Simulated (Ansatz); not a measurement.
Crystal: PtS2.

```xyz
3
Lattice="3.5432 0.0000 0.0000 -1.7716 3.0685 0.0000 0.0000 0.0000 5.0388" Properties=species:S:1:pos:R:3 pbc="T T T"
Pt    0.0000    0.0000    0.0000
S     1.7716    1.0228    3.8950
S     0.0000    2.0457    1.1438
```

Base run:

- Program: Ansatz 0.2.0
- Functional: PBE
- Potentials or basis: all-electron LAPW, scalar-relativistic
- Cutoff: 274 eV
- Density cutoff: 1097 eV
- Basis error allowed: 0.002 eV/atom
- k mesh: 9 × 9 × 5
- Occupations: fermi-dirac, width 0.05 eV
- Spin: no spin polarisation

Its results: band gap on the k mesh 1.03 eV, indirect (least direct gap 1.07 eV); pressure 11.6 GPa; largest force 1.257 eV/Å.

The run is repeated on the same cell with these changes: functional from PBE to LDA. What comes out?

Band gap on the k mesh 0.91 eV, indirect (least direct gap 0.96 eV); pressure 3.6 GPa; largest force 0.805 eV/Å.

LDA binds more tightly than PBE, so the same cell stands under less pressure.

Caveats: spin-orbit coupling is left out, which moves the levels of the heavy elements; forces of over 1 eV/Å show positions far from the minimum, so gaps and moduli don't describe the material at rest (some runs).

Not every run made on this cell is shown here.
